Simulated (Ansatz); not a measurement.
# How settings move the results for GaSb

```xyz
2
Lattice="0.0000 3.0590 3.0590 3.0590 0.0000 3.0590 3.0590 3.0590 0.0000" Properties=species:S:1:pos:R:3 pbc="T T T"
Ga    0.0000    0.0000    0.0000
Sb    4.5885    4.5885    4.5885
```

Atoms are numbered in the order listed.

The cell is COD entry 9008847, as deposited and not checked against the literature; nothing was relaxed. It differs from other determinations.

No spin–orbit coupling, which matters for the heavy atoms here.

The calculation used Ansatz 0.2.0, DFT, PBE, all-electron LAPW, scalar-relativistic.

Numerical set-up: a Γ-centred 12×12×12 k mesh, Fermi–Dirac smearing of 0.08 eV, basis error target 1 meV/atom, no spin polarisation. One setting is then changed at a time.

| basis error target (meV/atom) | free energy less the base's (meV/atom) | P (GPa) | cutoff chosen (eV) |
| --- | --- | --- | --- |
| 1 (base) | 0.0 | 2.34 | 278 |
| 3 | ? | 2.35 | 245 |
| 10 | 3.1 | 2.37 | 209 |
| 30 | ? | 2.43 | 179 |
| 0.1 | -0.3 | 2.34 | 353 |

**Question.** What belongs in the row "30", column "free energy less the base's (meV/atom)"?

**Answer.** 10.2.

**Question.** Give the missing entry: row "3", column "free energy less the base's (meV/atom)".

**Answer.** 0.7.
